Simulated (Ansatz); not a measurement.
WC, a strained cell with displaced atoms

```
W C
1.0
     2.95923   -0.00231   -0.00340
    -1.48493    2.55714    2.89496
     1.47830   -2.55145    2.88651
W C
2 2
Direct
  0.07688 0.03591 0.97861
  0.05936 0.53672 0.52755
  0.57150 0.44407 0.09376
  0.63280 0.86783 0.60035
```

The numbers come from plane-wave PAW DFT (Ansatz): PBE, no spin polarisation, 420 eV, 7×5×5 (shifted by 0, 0.5, 0.5 steps) k points, fermi-dirac occupations (width 0.1 eV). Nothing was relaxed.

**Question.** Is the cell too large or too small?

**Answer.** The pressure is 13.6 GPa (compression positive), so with the atoms held at these fractions the cell would first expand; the forces are large, so a full relaxation may end otherwise. The principal stresses -0.4, 5.3, 35.8 GPa differ, so its shape would change too.

**Question.** Is there a gap?

**Answer.** It is a metal, with about 0.4 states/eV a cell as the mean within 0.25 eV of the Fermi level, mostly W d (71 %) and C p (21 %).

**Question.** What is the formation energy?

**Answer.** 0.49 eV an atom against the elements' usual phases (free molecules for gases, crystals otherwise, with no correction for O₂ or N₂), so at this geometry it isn't bound against them. Relaxing would lower it.

**Question.** What do density and ELF say about some of the short contacts?

**Answer.** W–C at 1.88 Å: least valence density 1.26 e/Å³ and ELF 0.51 there. Both are smooth PAW fields, read partly inside the augmentation spheres.

**Question.** Which atom feels the largest force, and which way?

**Answer.** The largest is on C4: 6.31 eV/Å, components (3.30, 3.55, 4.05). It makes 164° with the line to a nearest neighbour, W2 at 1.88 Å, pointing away from it.

**Question.** How is the charge shared?

**Answer.** Bader charges in e: W +1.29 to +1.42, C -1.35. In the mean W gives up most and C takes most.

Origin: a strained cell with displaced atoms, so it need not be a known compound. Caveats: the k mesh is coarse if the cell is a metal; atoms or cell far from equilibrium.
